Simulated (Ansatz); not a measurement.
# GaAs (F-43m) in Ansatz: further runs, part 2 of 2

Ansatz 0.2.0.

**3. Born charges and dielectric tensor, PBEsol**

The input, input.yaml:

```yaml
crystal:
  lattice:
    - [0.0, 2.82685, 2.82685]
    - [2.82685, 0.0, 2.82685]
    - [2.82685, 2.82685, 0.0]
  atoms:
    - { symbol: As, position: [0.75, 0.75, 0.75] }
    - { symbol: Ga, position: [0.0, 0.0, 0.0] }
hamiltonian:
  xc: pbesol
  pseudopotentials: { kind: paw }
kpoints:
  mp_grid: { grid: [8, 8, 8] }
scf:
  occupations: { method: fixed }
output:
  eigenvalues: true
dielectric:
  method: response
```

Potentials or basis: Ansatz PAW.

Command:

```bash
$ ansatz run input.yaml --threads 2 --pin off --max-ram 5632MiB --backend cpu --events-out ev --progress --plain --runs-dir out
```

The log of the run:

```text
Warning: RAYON_NUM_THREADS=2 ignored (pool sized by the plan → 2); use --threads N
Engine: ansatz 0.2.0, aarch64-unknown-linux-gnu
Pseudopotentials: kind: paw
Pseudopotential: As, paw, valence charge 15, recommended cutoff 420 eV (normal), As.paw.azcp
Pseudopotential: Ga, paw, valence charge 13, recommended cutoff 420 eV (normal), Ga.paw.azcp
Functional definition: PBEsol
  exchange = pbesol_x
  correlation = pbesol_c
Crystal: 2 atoms, lattice volume = 45.179 Å³
Basis set: ecut = 420 eV, 893 PW (Γ), exchange–correlation on 54×54×54 points (8 copies of the dense FFT grid, shifted against one another)
Bands: 18, of which v1, the nominal top of the filled ones, is band 14 counted from 1 (13 counted from 0)
Symmetry: 24 space group operations
k-points: 95 of 512 (irreducible under 4 space group operations, time reversal used)
Non-local potential: As, projectors of the file, l = 0: 2, l = 1: 2, l = 2: 3, l = 3: 1
Non-local potential: Ga, projectors of the file, l = 0: 2, l = 1: 2, l = 2: 3, l = 3: 1
PAW form: soft (Blöchl's): semilocal exchange-correlation on the pseudo side does not see the compensation charge
PAW frozen core: As, regenerated for the run's functional, and the local potential with it (the file was generated under x = pbe(κ = 0.804, μ = 0.2195149727645171), c = pbe(β = 0.06672455060314922))
PAW frozen core: Ga, regenerated for the run's functional, and the local potential with it (the file was generated under x = pbe(κ = 0.804, μ = 0.2195149727645171), c = pbe(β = 0.06672455060314922))
PAW one-centre angular grid: As, 590 points (default); XC on 64 Gauss nodes
PAW one-centre angular grid: Ga, 590 points (default); XC on 64 Gauss nodes
Initial density: superposition of atomic densities (neutral atoms: chi_scale 0, normalization atom), corrected by the library's trained network
Initial wavefunctions: pseudopotential atomic-orbital guess
Functional: x = pbesol(κ = 0.804, μ = 0.12345679012345678), c = pbesol(β = 0.046)
SCF iter   1: F=—  HF=-8556.857917 eV  |F-HF|=—  |Δ(HF+E_count)|=         —  Δρ=3.22e-3  dr2=7.63e-3  ethr=1.77e-3  ⟨swp⟩=4.8  Hψ=7159  notcnv=0  defer=150
preconditioner: auto → none  [insulator: Δε(μ)=0.429 eV  Ē_g=15.401 eV  n_scr=14 (ndim 8)  ℏωp=23.4 eV  f_vac=0.086  ε∞_Penn≈3.3]
SCF iter   2: F=—  HF=-8556.854762 eV  |F-HF|=—  |Δ(HF+E_count)|=   3.16e-3  Δρ=1.18e-3  dr2=5.99e-4  ethr=2.72e-5  ⟨swp⟩=2.3  Hψ=3267  notcnv=0  defer=176
SCF iter   3: F=—  HF=-8556.854775 eV  |F-HF|=—  |Δ(HF+E_count)|=   1.35e-5  Δρ=4.40e-4  dr2=9.06e-5  ethr=2.14e-6  ⟨swp⟩=2.0  Hψ=2765  notcnv=0  defer=180
SCF iter   4: F=—  HF=-8556.854776 eV  |F-HF|=—  |Δ(HF+E_count)|=   1.11e-6  Δρ=2.09e-4  dr2=1.21e-5  ethr=3.24e-7  ⟨swp⟩=2.0  Hψ=2695  notcnv=0  defer=179
SCF iter   5: F=—  HF=-8556.854784 eV  |F-HF|=—  |Δ(HF+E_count)|=   7.17e-6  Δρ=3.91e-5  dr2=3.85e-7  ethr=4.34e-8  ⟨swp⟩=2.0  Hψ=2565  notcnv=0
SCF iter   6: F=—  HF=-8556.854784 eV  |F-HF|=—  |Δ(HF+E_count)|=   1.35e-7  Δρ=3.56e-6  dr2=4.29e-9  ethr=1.38e-9  ⟨swp⟩=2.1  Hψ=2089  notcnv=0
SCF iter   7: F=—  HF=-8556.854784 eV  |F-HF|=—  |Δ(HF+E_count)|=  7.60e-10  Δρ=1.00e-6  dr2=2.32e-10  ethr=1.53e-11  ⟨swp⟩=2.0  Hψ=3040  notcnv=0
SCF iter   8: F=-8556.854784 eV  HF=-8556.854784 eV  |F-HF|=7.28e-12  |Δ(HF+E_count)|=  4.33e-10  Δρ=1.77e-7  dr2=6.59e-12  ethr=1.00e-12  ⟨swp⟩=4.0  Hψ=6060  notcnv=0
SCF 1 converged in 8 iterations: F = -8556.854784 eV  dr2 = 6.59e-12
DFPT response loops at Γ: preconditioner auto → none (the input reference at scf.mixing.eps_inf says where Resta's filter doesn't serve); β = 0.50; Broyden in place of MSR1
── the response to a field inside a basis, on 10×10×10 k-points: an SCF that follows is theirs, and a resumed run solves both again ──
Bands: 15, of which v1, the nominal top of the filled ones, is band 14 counted from 1 (13 counted from 0)
k-points: 110
Initial density: handed on by an earlier stage of this run
Initial wavefunctions: pseudopotential atomic-orbital guess (no wavefunctions were taken with the density)
Eigensolver: Dense (110 Hₖ)
SCF iter   1: F=—  HF=-8556.857979 eV  |F-HF|=—  |Δ(HF+E_count)|=         —  Δρ=2.05e-4  dr2=2.30e-5  ethr=1.00e-1
preconditioner: auto → none  [insulator: Δε(μ)=0.471 eV  Ē_g=12.970 eV  n_scr=14 (ndim 8)  ℏωp=23.4 eV  f_vac=0.071  ε∞_Penn≈4.3]
SCF iter   2: F=—  HF=-8556.857972 eV  |F-HF|=—  |Δ(HF+E_count)|=   6.86e-6  Δρ=1.08e-4  dr2=3.07e-6  ethr=8.21e-8
SCF iter   3: F=—  HF=-8556.857972 eV  |F-HF|=—  |Δ(HF+E_count)|=   1.79e-7  Δρ=3.32e-5  dr2=4.03e-7  ethr=1.10e-8
SCF iter   4: F=-8556.857972 eV  HF=-8556.857972 eV  |F-HF|=1.64e-8  |Δ(HF+E_count)|=   7.57e-9  Δρ=4.65e-6  dr2=1.02e-8  ethr=1.44e-9
SCF 1 converged in 4 iterations: F = -8556.857972 eV  dr2 = 1.02e-8
DFPT response loops at Γ: mixed as the last ones told, above
SCF converged after 8 iterations
Free energy (F): -8556.854784 eV
Harris-Foulkes:  -8556.854784 eV  (|F-HF|=7.28e-12)
Internal energy: -8556.854784 eV  (E = F + TS)
E sigma→0 (E₀):  -8556.854784 eV
Fermi energy:    8.051382 eV
--- Per-component energies (eV) ---
  E_band       = -316.200571
  E_kinetic    = 219.434201
  E_local      = -3918.894992  (includes V_loc(G=0)·N_el)
  E_nonlocal   = -242.278818
  E_hartree    = 1971.794322
  E_xc         = -147.256509
  E_vxc        = -137.451582  (∫ρ·V_xc dr)
  E_paw        = -3742.754469  (= ΣΔE_a)
  E_vpaw       = -180.597713  (= ΣTr[D̂ρ^β])
  E_aug_tail   = -0.000140  (compensation charges beyond the density's cutoff)
  E_ewald      = -2698.727786
  E_core_change = 1.829407  (= ΣΔE_core)
  E_smearing   = -0.000000  (= −TS)
  E_closure    = 0.000000  (closes the sum)
  Σ components = -8556.854784   (vs F -8556.854784, Δ=0.00e0)
--- Band table (eV; the first three rows and the last of 95) ---
  k-point 0: bands = ["-27.1164", "-27.1164", "-27.1164", "-27.1064", "-27.1064", "-6.7346", "-6.7346", "-6.7346", "-6.6553", "-6.6553", "-4.7012", "8.0514", "8.0514", "8.0514", "8.4926", "11.7508", "11.7508", "11.7508"]
  k-point 1: bands = ["-27.1163", "-27.1162", "-27.1162", "-27.1064", "-27.1064", "-6.7485", "-6.7310", "-6.7310", "-6.6555", "-6.6555", "-4.5178", "6.0622", "7.8137", "7.8137", "9.5885", "12.1000", "12.1000", "12.1887"]
  k-point 2: bands = ["-27.1162", "-27.1159", "-27.1159", "-27.1063", "-27.1063", "-6.7789", "-6.7232", "-6.7232", "-6.6550", "-6.6550", "-4.0060", "3.8857", "7.3699", "7.3699", "9.4365", "12.6155", "12.6155", "13.9251"]
  k-point 94: bands = ["-27.1161", "-27.1157", "-27.1145", "-27.1065", "-27.1058", "-6.8353", "-6.7029", "-6.6900", "-6.6661", "-6.6517", "-2.1306", "1.4037", "4.4833", "4.6749", "12.6454", "12.6813", "13.3965", "14.0032"]
--- Dielectric response (ions clamped): 3 representative field directions + reference, inside a basis on a mesh of 1000 k-points (Σ response iterations 15) ---
  ε∞ (high-frequency dielectric tensor):
       14.171046     0.000000     0.000000
        0.000000    14.171046     0.000000
        0.000000     0.000000    14.171046
  Born effective charges Z* (e; rows j = field, columns β = displacement):
    site 0:
        -2.11072   -0.00000    0.00000
         0.00000   -2.11072   -0.00000
         0.00000    0.00000   -2.11072
    site 1:
         2.11072    0.00000   -0.00000
        -0.00000    2.11072    0.00000
        -0.00000   -0.00000    2.11072
  Z* charge neutrality: 6.960e-5 e pre-enforcement
  solved inside a basis spanned on kpoints, on 10×10×10 k-points transformed towards the longest dipole: ε∞ is read to err by 4.0e-2, Z* by 1.6e-2 e (field_mesh: kpoints solves on kpoints); Z* is corrected for what the basis lacks
```

It took 35 s on 2 threads of Arm Neoverse V1, shared host; peak memory 0.68 GiB.

What came out:

```
Free energy                             : -8556.8548 eV
Band gap on the k mesh                  : 0.44 eV, direct
Electronic dielectric tensor (diagonal) : 14.17
Born charges (mean of the diagonal)     : As -2.11; Ga +2.11 e
```

Levels at points of the mesh, in eV from the valence-band top:
```tsv
k point	band 10	band 11	band 12	band 13	band 14	band 15	band 16	band 17	band 18
(0.00, 0.00, 0.00)	-14.71	-12.75	0.00	0.00	0.00	0.44	3.70	3.70	3.70
(0.00, 0.00, -0.50)	-14.70	-10.98	-6.67	-1.15	-1.15	0.93	4.59	4.59	7.58
(0.00, -0.50, -0.50)	-14.69	-10.24	-6.84	-2.69	-2.69	1.36	1.58	10.13	10.13
(-0.50, 0.00, 0.00)	-14.70	-10.98	-6.67	-1.15	-1.15	0.93	4.59	4.59	7.58
(-0.50, 0.00, -0.50)	-14.69	-10.24	-6.84	-2.69	-2.69	1.36	1.58	10.13	10.13
```

Electronic dielectric tensor:
```
14.17  0.00  0.00
 0.00 14.17  0.00
 0.00  0.00 14.17
```

Born effective charge tensors (e):
atom 1, As
```
-2.11  0.00  0.00
 0.00 -2.11  0.00
 0.00  0.00 -2.11
```
atom 2, Ga
```
2.11 0.00 0.00
0.00 2.11 0.00
0.00 0.00 2.11
```

Caveat: the gap is small at this level, which inflates the dielectric constant.

**4. Comparison with measurements**

Step 2. A measured gap of GaAs is 1.412 eV (direct; 300 K; “Evidence of valence band perturbations in GaAsN/GaAs(001): A combined variable-angle spectroscopic ellipsometry and modulated photoreflectance investigation”, 2008, arxiv:0805.2212); the calculated 0.44 eV misses it by -0.97 eV. 3 values of this kind are on record (1.412 to 1.51 eV); this one was drawn at random among those near their median, those with a stated uncertainty first. Spin-orbit coupling on As, Ga is left out. The value is that of PBEsol on a finite k mesh, which can miss the band edges, without temperature or zero-point motion. Semilocal functionals fall short of measured gaps as a rule.

Step 3. Against the measured gap of GaAs, 1.418 eV (direct; 300 K; “Evidence of valence band perturbations in GaAsN/GaAs(001): A combined variable-angle spectroscopic ellipsometry and modulated photoreflectance investigation”, 2008, arxiv:0805.2212), the calculated 0.44 eV is off by -0.98 eV. 3 values of this kind are on record (1.412 to 1.51 eV); this one was drawn at random among those near their median, those with a stated uncertainty first. Spin-orbit coupling on As, Ga is left out. The value is that of PBEsol on a finite k mesh, which can miss the band edges, without temperature or zero-point motion. Semilocal functionals fall short of measured gaps as a rule. Against the measured high-frequency dielectric constant of GaAs, 10.89 (300 K; a printed reference work, textbook), the calculated 14.17 is off by +30.1 %. So large a miss can be the level of theory's own, or it may mean another phase, state or a wrong row.
